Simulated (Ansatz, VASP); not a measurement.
**Two plane-wave programs on Al2Cu**

File INCAR:

```
PREC     = Accurate       # precision mode
ENCUT    = 520            # plane-wave cutoff, eV
EDIFF    = 1E-7           # SCF threshold, eV
ISMEAR   = -1             # smearing method
SIGMA    = 0.05           # smearing width, eV
LREAL    = False          # projectors in reciprocal space
LASPH    = True           # aspherical terms in the spheres
NELM     = 60             # most SCF steps
ALGO     = Normal         # electronic algorithm
ISIF     = 2              # what is computed and relaxed
LWAVE    = False          # write WAVECAR
LCHARG   = False          # write CHGCAR
GGA      = PS             # functional
NBANDS   = 16             # bands
```

The input KPOINTS:

```
Automatic mesh
0
Gamma
  9 9 9
```

POSCAR

```
Al2Cu
1.0
   -2.0437838356      2.0437838356      2.8699759675
    2.0437838356     -2.0437838356      2.8699759675
    2.0437838356      2.0437838356     -2.8699759675
Cu Al
1 2
Direct
    0.5000000000      0.5000000000      0.0000000000
    0.2500000000      0.7500000000      0.5000000000
    0.7500000000      0.2500000000      0.5000000000
```

The input input.yaml:

```yaml
crystal:
  lattice:
    - [-2.0437838356, 2.0437838356, 2.8699759675]
    - [2.0437838356, -2.0437838356, 2.8699759675]
    - [2.0437838356, 2.0437838356, -2.8699759675]
  atoms:
    - { symbol: Cu, position: [0.5, 0.5, 0.0] }
    - { symbol: Al, position: [0.25, 0.75, 0.5] }
    - { symbol: Al, position: [0.75, 0.25, 0.5] }
hamiltonian:
  xc: pbesol
  pseudopotentials: { kind: paw }
kpoints:
  mp_grid: { grid: [9, 9, 9] }
scf:
  occupations: { method: fermi_dirac, width: 0.05 }
output:
  forces: true
  stress: true
  eigenvalues: true
```

Change from the starting cell: volume scaled by 1.02.

Alike in both runs: task single point; functional PBEsol; k mesh 9 × 9 × 9; occupations fermi-dirac, width 0.05 eV; no spin polarisation.

|  | VASP | Ansatz |
| --- | --- | --- |
| version | VASP 6.6.1 | Ansatz 0.2.0 |
| potentials or method | VASP PAW PBE potentials, release 64 (Cu, Al) | Ansatz PAW |
| plane-wave cutoff (eV) | 520 | 420 |
| valence electrons in the cell | 17 | 25 |

Ansatz gave:

| Property | Result |
| --- | --- |
| gap on the k mesh at the Fermi level (eV) | none |
| pressure (GPa) | -2.1 |
| largest component of the traceless stress (GPa) | 0.11 |

Problem. Which values does VASP return?

Solution. gap on the k mesh at the Fermi level (eV): none; pressure (GPa): -1.9; largest component of the traceless stress (GPa): 0.10.

A gap of «none» marks a metal or a gap that the smearing closes. With one functional, cell and mesh, what is left measures potentials, basis and numerics. The two sets of potentials don't hold the same shells in valence.

Caveats: the PAW data sets were made with another functional, which shifts forces and pressure a little (VASP); the PAW data sets come from PBE, with cores solved anew for the run's functional, which leaves a small shift of forces and pressure (Ansatz).
